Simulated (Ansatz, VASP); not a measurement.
## Al in VASP and in Ansatz

File INCAR:

```
SYSTEM = Al
ALGO = Fast
EDIFF = 1E-7
ENCUT = 520
GGA = PE
ISIF = 2
ISMEAR = 0
IVDW = 12
LASPH = .TRUE.
LCHARG = .FALSE.
LREAL = .FALSE.
LWAVE = .FALSE.
NBANDS = 8
NELM = 100
PREC = Accurate
SIGMA = 0.15
```

KPOINTS

```
k-points
0
G
  26 26 26
  0 0 0
```

POSCAR

```
Al
1.0
    0.0000000000      1.9913628292      2.0411468999
    1.9913628292      0.0000000000      2.0411468999
    1.9913628292      1.9913628292      0.0000000000
Al
1
Direct
    0.0000000000      0.0000000000      0.0000000000
```

Input for Ansatz:

```yaml
crystal:
  lattice:
    - [0.0, 1.9913628292, 2.0411468999]
    - [1.9913628292, 0.0, 2.0411468999]
    - [1.9913628292, 1.9913628292, 0.0]
  atoms:
    - { symbol: Al, position: [0.0, 0.0, 0.0] }
basis:
  ecutwfc: 420
kpoints:
  mp_grid: { grid: [26, 26, 26] }
hamiltonian:
  xc: pbe
  dispersion: d3bj
scf:
  occupations: { method: gaussian, width: 0.15 }
output:
  forces: true
  stress: true
  eigenvalues: true
```

Change from the starting cell: strain +0.0250 x Voigt [0, 0, 1, 0, 0, 0], atoms carried along.

Alike in both runs: task single point; functional PBE; dispersion D3(BJ); k mesh 26 × 26 × 26; occupations gaussian, width 0.15 eV; no spin polarisation.

|  | VASP | Ansatz |
| --- | --- | --- |
| version | VASP 6.6.1 | Ansatz 0.2.0 |
| potentials or method | VASP PAW PBE potentials, release 64 (Al) | scalar-relativistic, plane waves, PAW |
| plane-wave cutoff (eV) | 520 | 420 |
| valence electrons in the cell | 3 | 3 |

|  | VASP | Ansatz | Ansatz less VASP |
| --- | --- | --- | --- |
| gap on the k mesh at the Fermi level (eV) | none | none | - |
| pressure (GPa) | -2.0 | -2.0 | +0.04 |
| largest component of the traceless stress (GPa) | 1.19 | 1.19 | 0.000 |

A gap of «none» marks a metal or a gap that the smearing closes.

Caveats: pairwise dispersion overbinds metals, which lowers pressure and volume.
